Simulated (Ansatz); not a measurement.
# Step by step: Ti, relaxation of cell and atoms

All numbers below come from DFT, PBE, PAW with Ansatz's default frozen-core files, scalar-relativistic (Ansatz 0.2.0).

Command: `ansatz run input.yaml --threads 1 --pin off --max-ram 2048MiB --backend cpu --events-out ev --progress --plain --runs-dir out` The run took about 3.8 s on 1 thread of a shared machine.

```yaml
crystal:
  lattice:
    - [2.79972226, 0.0, 0.0]
    - [0.0, 2.79972226, 0.0]
    - [0.0, 0.0, 2.79972226]
  atoms:
    - { symbol: Ti, position: [0.0, 0.0, 0.0] }
kpoints:
  mp_grid: { grid: [15, 15, 15] }
scf:
  occupations: { method: fermi_dirac, width: 0.05 }
hamiltonian:
  xc: pbe
  pseudopotentials: { kind: paw }
output:
  forces: true
  stress: true
relax:
  f_tol: 0.005
  max_steps: 80
  cell: {}
```

The cell is built from the sc type as a first guess.

The cutoff is 420 eV; energies and pressures of the walk include the program's estimate of the Pulay term.

Each frame lists the cell vectors (Å), then Cartesian positions (Å); symmetry keeps all forces zero. Free energies count from the first step, -2498.7110 eV.

The walk took 5 evaluations in all; steps that aren't listed are left out.

Step 1: E = 0.0 meV, P = -10.05 GPa

```
cell 2.7997 0.0000 0.0000 0.0000 2.7997 0.0000 0.0000 0.0000 2.7997
Ti    0.0000    0.0000    0.0000
```

Step 2: E = -123.0 meV, P = -1.90 GPa

```
cell 2.6632 0.0000 0.0000 0.0000 2.6632 0.0000 0.0000 0.0000 2.6632
Ti    0.0000    0.0000    0.0000
```

Step 3: E = -125.8 meV, P = 0.45 GPa

```
cell 2.6351 0.0000 0.0000 0.0000 2.6351 0.0000 0.0000 0.0000 2.6351
Ti    0.0000    0.0000    0.0000
```

**Question.** How does the relaxation end?

**Answer.** It converges, with a = 2.640 Å, b = 2.640 Å, c = 2.640 Å, α = 90.00°, β = 90.00°, γ = 90.00° (conventional cell, space group Pm-3m). The last solve (on a basis chosen afresh for the final cell, so its energy is not quite comparable) gives E = -125.4 meV, P = 0.02 GPa:
```
cell 2.6405 0.0000 0.0000 0.0000 2.6405 0.0000 0.0000 0.0000 2.6405
Ti    0.0000    0.0000    0.0000
```
